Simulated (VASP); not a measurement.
Input of a VASP 6.6.1 run:

INCAR

```
SYSTEM = Si
ALGO = Normal
EDIFF = 1E-7
EDIFFG = -0.002
ENCUT = 350
GGA = PE
IBRION = 2
ISIF = 3
ISMEAR = 0
LASPH = .True.
LCHARG = .False.
LREAL = .False.
LWAVE = .False.
NELM = 80
NSW = 80
PREC = Accurate
SIGMA = 0.02
```

KPOINTS

```
k-points
0
Gamma
  10 10 10
  0 0 0
```

Contents of POSCAR:

```
Si                                      
1.0
   -0.0000000000      2.7337428958      2.7337428958
    2.7337428958     -0.0000000000      2.7337428958
    2.7337428958      2.7337428958      0.0000000000
  Si            
     2
Direct
     0.7500000000000000    0.7500000000000000    0.7500000000000000
     0.5000000000000000    0.5000000000000000    0.5000000000000000
```

Potentials or basis: VASP PAW PBE potentials, release 64 (Si).

Launch:

```console
$ cat potpaw_PBE.64/Si/POTCAR > POTCAR
$ mpirun -np 1 vasp_std > vasp.out
```

(1) Estimate the band gap on the k mesh.

## Answers

(1) 0.62 eV, indirect (least direct gap 2.56 eV).

Caveat: the relaxation stopped at its first step, so nothing moved.
